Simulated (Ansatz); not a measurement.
A crystal relaxed with r2SCAN in Ansatz has space group P6_3mc (No. 186) and a = 3.081 Å, c = 4.785 Å.

| atom | site | x | y | z |
| --- | --- | --- | --- | --- |
| Li | 2b | 0.3333 | 0.6667 | 0.3824 |
| Xx | 2b | 0.3333 | 0.6667 | 0.9926 |

With r2SCAN the gap is 8.58 eV and direct, at Γ. The HSE06 gap is direct at Γ: 10.03 eV. The PBE gap is direct at Γ: 7.85 eV. Meshes: r2SCAN 12×12×6, HSE06 6×6×4, PBE 12×12×6. r2SCAN's ε∞ is 1.8 along all three axes, to this precision.

**Question.** Which element is Xx?
A. I
B. H
C. F
D. Br

**Answer.** C. Xx is F: LiF (P6_3mc) from a database of computed structures. Li is surrounded by 4 F at 1.86–1.87 Å; F is surrounded by 4 Li at 1.86–1.87 Å.

The values are computed, spin-unpolarised, and not measurements.

The meshes of the hybrids are coarse, so their gaps aren't converged to the digits shown.
